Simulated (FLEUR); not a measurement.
# Cs (Fm-3m) in FLEUR: a series of runs

One crystal, Cs, is run at these levels: PBEsol, Wu-Cohen GGA; tasks: density of states, band structure.

Program: FLEUR MaX-R8.1 (later development tree). These are calculated values, not measurements. Logs are shortened: lines on timing, memory, paths and dates and some standing lists are left out, and cuts for length are marked.

### 1 The crystal as given

The structure is cubic, space group Fm-3m (No. 225). Conventional cell: a = 7.897 Å, b = 7.897 Å, c = 7.897 Å, α = 90.00°, β = 90.00°, γ = 90.00°.

This isn't the form of Cs at room conditions, which is bcc.

### 2 Density of states, PBEsol

The input, inp.xml:

```xml
<?xml version="1.0" encoding="UTF-8" standalone="no"?>
<fleurInput fleurInputVersion="0.39">
   <comment>
      Cs                                                                                                  
   </comment>
   <calculationSetup>
      <cutoffs Kmax="3.8" Gmax="11.8" GmaxXC="11.8" numbands="0"/>
      <scfLoop itmax="60" minDistance="0.00001" maxIterBroyd="15" imix="Anderson" alpha="0.05" precondParam="0.0" spinf="2.0" sdNocoIR="T"/>
      <coreElectrons ctail="T" frcor="F" kcrel="0" coretail_lmax="0"/>
      <xcFunctional name="PBEs" relativisticCorrections="F"/>
      <magnetism jspins="1"/>
      <soc l_soc="F" theta="0.0" phi="0.0" spav="F"/>
      <expertModes spex="0" secvar="F"/>
      <geometryOptimization l_f="F" forcealpha="1.0" forcemix="BFGS" epsdisp="0.00001" epsforce="0.00001"/>
      <ldaU l_linMix="F" mixParam="0.05" spinf="1.0"/>
   </calculationSetup>
   <cell>
      <bzIntegration valenceElectrons="19.0" mode="hist" fermiSmearingEnergy="0.00734986">
         <kPointListSelection listName="default-1"/>
         <!-- k-points included here -->
         <xi:include xmlns:xi="http://www.w3.org/2001/XInclude" href="kpts.xml"> </xi:include>
      </bzIntegration>
      <!-- symmetry operations included here -->
      <xi:include xmlns:xi="http://www.w3.org/2001/XInclude" href="sym.xml"> </xi:include>
      <bulkLattice scale="1.0">
         <bravaisMatrix>
            <row-1>    0.0000000000000000     7.4612731965698726     7.4612731965698726</row-1>
            <row-2>    7.4612731965698726     0.0000000000000000     7.4612731965698726</row-2>
            <row-3>    7.4612731965698726     7.4612731965698726     0.0000000000000000</row-3>
         </bravaisMatrix>
      </bulkLattice>
   </cell>
   <atomSpecies>
      <species name="Cesium (Cs)" element="Cs" atomicNumber="55">
         <mtSphere radius="2.66" gridPoints="879" logIncrement="0.015"/>
         <atomicCutoffs lmax="11" lnonsphr="8"/>
         <electronConfig flipSpins="F">
            <coreConfig>(1s1/2) (2s1/2) (2p1/2) (2p3/2) (3s1/2) (3p1/2) (3p3/2) (4s1/2) (3d3/2) (3d5/2) (4p1/2) (4p3/2)</coreConfig>
            <valenceConfig>(5s1/2) (4d3/2) (4d5/2) (5p1/2) (5p3/2) (6s1/2)</valenceConfig>
            <stateOccupation state="(6s1/2)" spinUp="0.500000" spinDown="0.500000"/>
         </electronConfig>
         <energyParameters s="6" p="5" d="4" f="4"/>
         <lo type="SCLO" l="0" n="5" eDeriv="0"/>
         <lo type="HELO" l="1" n="6" eDeriv="0"/>
         <lo type="HELO" l="1" n="6" eDeriv="1"/>
         <lo type="HELO" l="2" n="5" eDeriv="0"/>
         <lo type="HELO" l="2" n="5" eDeriv="1"/>
         <lo type="SCLO" l="3" n="4" eDeriv="2"/>
      </species>
   </atomSpecies>
   <atomGroups>
      <atomGroup species="Cesium (Cs)">
         <relPos label="                   1">.0000000000 .0000000000 .0000000000</relPos>
         <force calculate="T" relaxXYZ="TTT"/>
      </atomGroup>
   </atomGroups>
   <output dos="F" band="F" slice="F">
      <checks vchk="F" cdinf="F"/>
      <bandDOS minEnergy="-.5*Htr" maxEnergy="0.5*Htr" sigma="0.015" storeEVData="T"/>
      <vacuumDOS vacdos="F" integ="F" star="F" nstars="0" locx1="0.0" locy1="0.0" locx2="0.0" locy2="0.0" nstm="0" tworkf="0.0"/>
      <unfoldingBand unfoldBand="F" supercellX="1" supercellY="1" supercellZ="1"/>
      <plotting iplot="0" polar="F">
         <plot TwoD="T" vec1="  1.0  0.0  0.0" vec2="  0.0  1.0  0.0" vec3="  0.0  0.0  1.0" zero="  0.0  0.0  0.0" file="plot"/>
      </plotting>
      <chargeDensitySlicing numkpt="0" minEigenval="0.0" maxEigenval="0.0" nnne="0" pallst="F"/>
      <specialOutput eonly="F"/>
      <moessbauerParams electricFieldGradient="T" isomerShift="T" coreHyperfine="T" valenceHyperfine="T"/>
      <magneticCircularDichroism mcd="F" energyLo="-10.0" energyUp="0.0"/>
   </output>
  <!-- We include the file relax.xml here to enable relaxations (see documentation) -->
  <xi:include xmlns:xi="http://www.w3.org/2001/XInclude" href="relax.xml"> <xi:fallback/> </xi:include>
</fleurInput>
```

The input, crystal.txt:

```
Cs
&input cartesian=F /
0.0000000000  3.9483357400  3.9483357400
3.9483357400  0.0000000000  3.9483357400
3.9483357400  3.9483357400  0.0000000000
1.8897261246
1.0 1.0 1.0

1
55 0.0000000000  0.0000000000  0.0000000000

&kpt div1=6 div2=6 div3=6 gamma=T /
```

The input, inp.xml (dos):

```
<?xml version="1.0" encoding="UTF-8" standalone="no"?>
<fleurInput fleurInputVersion="0.39">
   <comment>
      Cs                                                                                                  
   </comment>
   <calculationSetup>
      <cutoffs Kmax="3.8" Gmax="11.8" GmaxXC="11.8" numbands="0"/>
      <scfLoop itmax="60" minDistance="0.00001" maxIterBroyd="15" imix="Anderson" alpha="0.05" precondParam="0.0" spinf="2.0" sdNocoIR="T"/>
      <coreElectrons ctail="T" frcor="F" kcrel="0" coretail_lmax="0"/>
      <xcFunctional name="PBEs" relativisticCorrections="F"/>
      <magnetism jspins="1"/>
      <soc l_soc="F" theta="0.0" phi="0.0" spav="F"/>
      <expertModes spex="0" secvar="F"/>
      <geometryOptimization l_f="F" forcealpha="1.0" forcemix="BFGS" epsdisp="0.00001" epsforce="0.00001"/>
      <ldaU l_linMix="F" mixParam="0.05" spinf="1.0"/>
   </calculationSetup>
   <cell>
      <bzIntegration valenceElectrons="19.0" mode="hist" fermiSmearingEnergy="0.00734986">
         <kPointListSelection listName="default-1"/>
         <!-- k-points included here -->
         <xi:include xmlns:xi="http://www.w3.org/2001/XInclude" href="kpts.xml"> </xi:include>
      </bzIntegration>
      <!-- symmetry operations included here -->
      <xi:include xmlns:xi="http://www.w3.org/2001/XInclude" href="sym.xml"> </xi:include>
      <bulkLattice scale="1.0">
         <bravaisMatrix>
            <row-1>    0.0000000000000000     7.4612731965698726     7.4612731965698726</row-1>
            <row-2>    7.4612731965698726     0.0000000000000000     7.4612731965698726</row-2>
            <row-3>    7.4612731965698726     7.4612731965698726     0.0000000000000000</row-3>
         </bravaisMatrix>
      </bulkLattice>
   </cell>
   <atomSpecies>
      <species name="Cesium (Cs)" element="Cs" atomicNumber="55">
         <mtSphere radius="2.66" gridPoints="879" logIncrement="0.015"/>
         <atomicCutoffs lmax="11" lnonsphr="8"/>
         <electronConfig flipSpins="F">
            <coreConfig>(1s1/2) (2s1/2) (2p1/2) (2p3/2) (3s1/2) (3p1/2) (3p3/2) (4s1/2) (3d3/2) (3d5/2) (4p1/2) (4p3/2)</coreConfig>
            <valenceConfig>(5s1/2) (4d3/2) (4d5/2) (5p1/2) (5p3/2) (6s1/2)</valenceConfig>
            <stateOccupation state="(6s1/2)" spinUp="0.500000" spinDown="0.500000"/>
         </electronConfig>
         <energyParameters s="6" p="5" d="4" f="4"/>
         <lo type="SCLO" l="0" n="5" eDeriv="0"/>
         <lo type="HELO" l="1" n="6" eDeriv="0"/>
         <lo type="HELO" l="1" n="6" eDeriv="1"/>
         <lo type="HELO" l="2" n="5" eDeriv="0"/>
         <lo type="HELO" l="2" n="5" eDeriv="1"/>
         <lo type="SCLO" l="3" n="4" eDeriv="2"/>
      </species>
   </atomSpecies>
   <atomGroups>
      <atomGroup species="Cesium (Cs)">
         <relPos label="                   1">.0000000000 .0000000000 .0000000000</relPos>
         <force calculate="T" relaxXYZ="TTT"/>
      </atomGroup>
   </atomGroups>
   <output dos="T" band="F" slice="F">
      <checks vchk="F" cdinf="F"/>
      <bandDOS minEnergy="-0.8*Htr" maxEnergy="0.5*Htr" sigma="0.005" storeEVData="T"/>
      <vacuumDOS vacdos="F" integ="F" star="F" nstars="0" locx1="0.0" locy1="0.0" locx2="0.0" locy2="0.0" nstm="0" tworkf="0.0"/>
      <unfoldingBand unfoldBand="F" supercellX="1" supercellY="1" supercellZ="1"/>
      <plotting iplot="0" polar="F">
         <plot TwoD="T" vec1="  1.0  0.0  0.0" vec2="  0.0  1.0  0.0" vec3="  0.0  0.0  1.0" zero="  0.0  0.0  0.0" file="plot"/>
      </plotting>
      <chargeDensitySlicing numkpt="0" minEigenval="0.0" maxEigenval="0.0" nnne="0" pallst="F"/>
      <specialOutput eonly="F"/>
      <moessbauerParams electricFieldGradient="T" isomerShift="T" coreHyperfine="T" valenceHyperfine="T"/>
      <magneticCircularDichroism mcd="F" energyLo="-10.0" energyUp="0.0"/>
   </output>
  <!-- We include the file relax.xml here to enable relaxations (see documentation) -->
  <xi:include xmlns:xi="http://www.w3.org/2001/XInclude" href="relax.xml"> <xi:fallback/> </xi:include>
</fleurInput>
```

Potentials or basis: all-electron, FLAPW.

On the command line:

```
$ inpgen -f crystal.txt -profile fastHighL
$ # inp.xml edited to the form shown
$ fleur_MPI
$ fleur_MPI   # second run, on inp.xml (dos)
```

The program printed:

```text
Welcome to FLEUR        (www.flapw.de)
      MaX-Release 8.1          (www.max-centre.eu)

 ========== k-point set info ==========
 Selected k-point list: default-1
 k-point list type: mesh
 6 x 6 x 6
 Number of k points: 16

 ------------Calculation Setup---------------------------
 Number of MPI-tasks      :            1
 Number of PE/node        :            1
 Number of OMP-threads    :            1
 Most efficient MPI parallelization for:
           1           2           4           8          16
 Additional eigenvalue parallelization possible
 Number of basis functions:          827
 Approximate size of matrices (H+S) per k-point:         0.010 GB
 --------------------------------------------------------
 Iteration:     1   Distance:       1.62917267 me/bohr^3
 Iteration:     2   Distance:       1.52472714 me/bohr^3
 Iteration:     3   Distance:       0.43312286 me/bohr^3
 Iteration:     4   Distance:       0.31860172 me/bohr^3
 Iteration:     5   Distance:       0.08180800 me/bohr^3
 Iteration:     6   Distance:       0.01530326 me/bohr^3
 Iteration:     7   Distance:       0.01259515 me/bohr^3
 Iteration:     8   Distance:       0.00207434 me/bohr^3
 Iteration:     9   Distance:       0.00046745 me/bohr^3
 Iteration:    10   Distance:       0.00017576 me/bohr^3
 Iteration:    11   Distance:       0.00001460 me/bohr^3
 Iteration:    12   Distance:       0.00000893 me/bohr^3

 ********************************************************************
 Run finished successfully
 Stop message:
   all done
 ********************************************************************
```

output (dos):

```text
Welcome to FLEUR        (www.flapw.de)
      MaX-Release 8.1          (www.max-centre.eu)

 ========== k-point set info ==========
 Selected k-point list: default-1
 k-point list type: mesh
 6 x 6 x 6
 Number of k points: 16

 ------------Calculation Setup---------------------------
 Number of MPI-tasks      :            1
 Number of PE/node        :            1
 Number of OMP-threads    :            1
 Most efficient MPI parallelization for:
           1           2           4           8          16
 Additional eigenvalue parallelization possible
 Number of basis functions:          827
 Approximate size of matrices (H+S) per k-point:         0.010 GB
 --------------------------------------------------------
Local.1               Total                INT                  Sym                  MT:1s                MT:1p                MT:1d                MT:1f
 done:Local.1

 Note: DOS data (together with different weights) is also stored in the banddos.hdf file.
       A convenient way of extracting and plotting the data from that file is by making use of the

 ********************************************************************
 Run finished successfully
 Stop message:
   Charge density postprocessing done.
 ********************************************************************
```

out.xml (last iteration):

```text
<iteration numberForCurrentRun="   12" overallNumber="   12">
         <energyParameters units="Htr">
            <atomicEP atomType="1" spin="1" branch="6s" branchLowest="-0.58" branchHighest="3.14" value="-0.0224831979"/>
            <atomicEP atomType="1" spin="1" branch="5p" branchLowest="-5.73" branchHighest="0.10" value="-0.3422239911"/>
            <atomicEP atomType="1" spin="1" branch="4d" branchLowest="-25.83" branchHighest="-2.55" value="-2.5220898749"/>
            <atomicEP atomType="1" spin="1" branch="4f" branchLowest="-9.99" branchHighest="0.69" value="0.2347730186"/>
            <loAtomicEP atomType="1" spin="1" branch="5s" branchLowest="-7.91" branchHighest="-0.58" value="-0.8231336646"/>
            <heloAtomicEP atomType="1" spin="1" branch="6p" branchLowest="2.52" branchHighest="2.52" value="2.5165127103"/>
            <heloAtomicEP atomType="1" spin="1" branch="6p" branchLowest="2.52" branchHighest="2.52" value="2.5165127103"/>
            <heloAtomicEP atomType="1" spin="1" branch="5d" branchLowest="0.83" branchHighest="0.83" value="0.8331825918"/>
            <heloAtomicEP atomType="1" spin="1" branch="5d" branchLowest="0.83" branchHighest="0.83" value="0.8331825918"/>
            <loAtomicEP atomType="1" spin="1" branch="4f" branchLowest="-9.99" branchHighest="0.69" value="0.2347361215"/>
         </energyParameters>
         <eigenvalues>
            <eigenvaluesAt spin="1" ikpt="1" k_x="0.00000000" k_y="0.00000000" k_z="0.00000000">
                      -2.5550790691       -2.5550790691       -2.5550790691       -2.5550780688       -2.5550780688
                      -0.8146072802       -0.3267193205       -0.3267193205       -0.3267193205        0.0039377694
                       0.1521703628        0.1521703628        0.1521703628        0.1899584300        0.1899584300
            </eigenvaluesAt>
            <eigenvaluesAt spin="1" ikpt="2" k_x="0.00000000" k_y="0.00000000" k_z="0.16666667">
                      -2.5550804408       -2.5550804408       -2.5550802894       -2.5550792966       -2.5550792966
                      -0.8145677368       -0.3277307328       -0.3268572855       -0.3268572855        0.0137275285
                       0.1354929165        0.1555275170        0.1555275170        0.1840776489        0.1840776489
            </eigenvaluesAt>
            <eigenvaluesAt spin="1" ikpt="3" k_x="0.00000000" k_y="0.00000000" k_z="0.33333333">
                      -2.5550802012       -2.5550800830       -2.5550800830       -2.5550791777       -2.5550791777
                      -0.8144885799       -0.3297079192       -0.3271318892       -0.3271318892        0.0394196497
                       0.1091756288        0.1515668959        0.1515668959        0.1967289745        0.1967289745
            </eigenvaluesAt>
            <eigenvaluesAt spin="1" ikpt="4" k_x="0.00000000" k_y="0.00000000" k_z="0.50000000">
[... 29 lines left out ...]
         <allElectronCharges>
            <spinDependentCharge spin="1" total="55.0000000" interstitial="2.2929087" mtSpheres="52.7070913"/>
            <totalCharge value="54.9999999962"/>
         </allElectronCharges>
         <moessbauerParams unitsHFF="kG" unitsIS="e/bohr^3" unitsEFG="Htr/bohr^2">
            <coreIsomerShift atomType="1" isTotal="302340.86573">
               <shell n="1" l="0" isomerShift="261388.34305"/>
               <shell n="2" l="0" isomerShift="31862.13647"/>
               <shell n="2" l="1" isomerShift="955.16077"/>
               <shell n="3" l="0" isomerShift="6445.62302"/>
               <shell n="3" l="1" isomerShift="210.79873"/>
               <shell n="4" l="0" isomerShift="1434.29881"/>
               <shell n="3" l="2" isomerShift="0.00005"/>
               <shell n="4" l="1" isomerShift="44.50483"/>
            </coreIsomerShift>
            <isomerShift atomType="1" nucleusRadius="0.0001205" averageDensity="302568.19745"/>
            <electricFieldGradient atomType="1" VXX="0.00000" VYY="0.00000" VZZ="0.00000" asymParam="0.00000">
            </electricFieldGradient>
         </moessbauerParams>
         <totalEnergy                                    value="    -7787.1577318978" units="Htr">
            <sumOfEigenvalues                            value="    -4788.4128869902">
               <coreElectrons value="-4759.3080106197"/>
               <valenceElectrons value="-29.1048763705"/>
            </sumOfEigenvalues>
            <densityCoulombPotentialIntegral value="-12830.9514711450"/>
            <densityEffectivePotentialIntegral value="-13080.2290755252"/>
            <chargeDenXCDenIntegral value="-189.5284584967"/>
            <FockExchangeEnergyValence value="0.0000000000"/>
            <FockExchangeEnergyCore value="0.0000000000"/>
            <atomTypeDependentContributions atomType="1">
               <electronNucleiInteractionDifferentMTs value="9452.7265764682"/>
               <MadelungTerm value="-21.2431498954"/>
            </atomTypeDependentContributions>
            <tkbTimesEntropy value="0.0058393371"/>
            <freeEnergy value="-7787.1635712349"/>
            <extrapolationTo0K value="-7787.1606515664"/>
         </totalEnergy>
         <densityConvergence units="me/bohr^3">
            <chargeDensity spin="1" distance="0.0000089344"/>
         </densityConvergence>
      </iteration>
```

It took 49 s on 1 thread of Arm Neoverse V1, shared host; peak memory 0.07 GiB.

Results:

```yaml
Free_energy: -211899.5157 eV
Band_gap_on_the_k_mesh: none (metal or under the smearing width)
Valence_electrons_inside_the_program's_atomic_spheres: Cs 16.71 (radii Cs 2.66 bohr)
```

Levels at points of the mesh, in eV from the Fermi level:
| k point | band 8 | band 9 | band 10 | band 11 | band 12 | band 13 |
| --- | --- | --- | --- | --- | --- | --- |
| (0.00, 0.00, 0.00) | -10.57 | -10.57 | -1.57 | 2.46 | 2.46 | 2.46 |
| (0.00, 0.00, 0.50) | -10.58 | -10.58 | 0.03 | 0.75 | 2.33 | 2.33 |
| (0.00, 0.50, 0.50) | -10.61 | -10.61 | 0.36 | 1.13 | 1.37 | 3.82 |

States per cell in windows of 1 eV (zero at the Fermi level; states under -8 eV left out):
| from (eV) | total | INT | MT:1d | MT:1p | MT:1s | MT:1f | Sym |
| --- | --- | --- | --- | --- | --- | --- | --- |
| -8.0 | 0.00 | 0.00 | 0.00 | 0.00 | 0.00 | 0.00 | 0.00 |
| -7.0 | 0.00 | 0.00 | 0.00 | 0.00 | 0.00 | 0.00 | 0.00 |
| -6.0 | 0.00 | 0.00 | 0.00 | 0.00 | 0.00 | 0.00 | 0.00 |
| -5.0 | 0.00 | 0.00 | 0.00 | 0.00 | 0.00 | 0.00 | 0.00 |
| -4.0 | 0.00 | 0.00 | 0.00 | 0.00 | 0.00 | 0.00 | 0.00 |
| -3.0 | 0.00 | 0.00 | 0.00 | 0.00 | 0.00 | 0.00 | 0.00 |
| -2.0 | 0.16 | 0.15 | 0.00 | 0.00 | 0.01 | 0.00 | 0.00 |
| -1.0 | 0.75 | 0.71 | 0.01 | 0.02 | 0.02 | 0.00 | 0.00 |
| 0.0 | 1.78 | 1.63 | 0.08 | 0.05 | 0.02 | 0.00 | 0.00 |
| 1.0 | 2.63 | 2.31 | 0.27 | 0.06 | 0.00 | 0.00 | 0.00 |
| 2.0 | 2.56 | 2.08 | 0.44 | 0.02 | 0.01 | 0.00 | 0.00 |
| 3.0 | 2.80 | 2.16 | 0.57 | 0.03 | 0.03 | 0.01 | 0.00 |
| 4.0 | 1.32 | 0.95 | 0.33 | 0.01 | 0.03 | 0.00 | 0.00 |
| 5.0 | 0.00 | 0.00 | 0.00 | 0.00 | 0.00 | 0.00 | 0.00 |
| 6.0 | 0.00 | 0.00 | 0.00 | 0.00 | 0.00 | 0.00 | 0.00 |
| 7.0 | 0.00 | 0.00 | 0.00 | 0.00 | 0.00 | 0.00 | 0.00 |

Core levels (eV from the Fermi level):
| atom | levels |
| --- | --- |
| 1 Cs | 1s1/2 -35752.3, 2s1/2 -5604.1, 2p1/2 -5272.6, 2p3/2 -4920.5, 3s1/2 -1162.6, 3p1/2 -1024.1, 3p3/2 -956.7, 4s1/2 -216.9, 3d3/2 -713.2, 3d5/2 -698.8, 4p1/2 -167.2, 4p3/2 -153.4 |

(Part 1 of 2 ends here.)
